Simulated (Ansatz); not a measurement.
Nb: levels along high-symmetry lines

```yaml
crystal:
  lattice:
    - [0.00000, 2.11500, 2.11500]
    - [2.11500, 0.00000, 2.11500]
    - [2.11500, 2.11500, 0.00000]
  atoms:
    - { symbol: Nb, position: [0.00000, 0.00000, 0.00000] }
```

The cell is COD entry 1534903, as deposited and not checked against the literature; nothing was relaxed.

The calculation used Ansatz 0.2.0, DFT, PBE, all-electron LAPW, scalar-relativistic.

Sampling and basis: a Γ-centred 13×13×13 k mesh, Fermi–Dirac smearing of 0.08 eV, basis error target 0.25 meV/atom, no spin polarisation.

Points in fractions of the reciprocal vectors of this cell: Γ (0, 0, 0), X (0.5, 0, 0.5), U (0.625, 0.25, 0.625), K (0.375, 0.375, 0.75), L (0.5, 0.5, 0.5), W (0.5, 0.25, 0.75). The path joins them by straight lines in the order Γ–X–U–K–Γ–L–W–X; legs that retrace an earlier one aren't tabulated. Energies are in eV from the Fermi level.

Question: Is there a gap?

Answer: none: with an odd electron count and no spin polarisation the bands can't all be full, a metal in this set-up (spin order or a larger cell could open a gap).

Question: List the levels between -5 and 2 eV at the symmetry points.

Answer: 
Γ: 0.12 (×3)
X: -3.99, -3.27
U: -3.04, -2.18, 0.57
K: -3.04, -2.18, 0.57
L: -3.78, -0.06 (×2), 1.36
W: -2.60, -1.09 (×2), 1.88
